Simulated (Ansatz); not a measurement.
## LiH: the gap against volume

LiH, Fm-3m, a = 4.007 Å. Ansatz: PBE, PAW, 420 eV, Γ-centred 10×10×10 mesh on 2 atoms, Gaussian smearing 0.02 eV; no spin polarisation. Symmetry fixes shape and atoms, so the cell is only scaled; x = ln(V/V0) with V0 = 8.041 Å³/atom. The gap is read at the mesh points alone.

```tsv
x	gap y (eV)
-0.1278	2.874
-0.0943	2.906
-0.0619	2.935
-0.0305	2.961
0.0000	?
0.0296	3.006
0.0583	3.025
0.0953	3.047
```

Task: Fit a straight line to the other rows, give the volume deformation potential of the gap and its pressure coefficient, and predict the missing gap. B0 = 36.4 GPa.

Result: Means x = -0.01876, y = 2.9649; Σ(Δx)² = 0.04088, ΣΔxΔy = 0.03168; the slope is their ratio. y = 2.9794 + 0.77492 x. The slope is the deformation potential a = dE_g/d ln V = 0.77 eV, and dE_g/dP = −a/B0 = -21.3 meV/GPa. At x = 0.0000 the fit asked for gives 2.979 eV. The run gave 2.984 eV, so the fit is 0.005 eV too low, within twice the rms miss on the fitted rows (0.004 eV).

Semilocal functionals give gaps under the measured ones; changes of the gap mostly carry over better.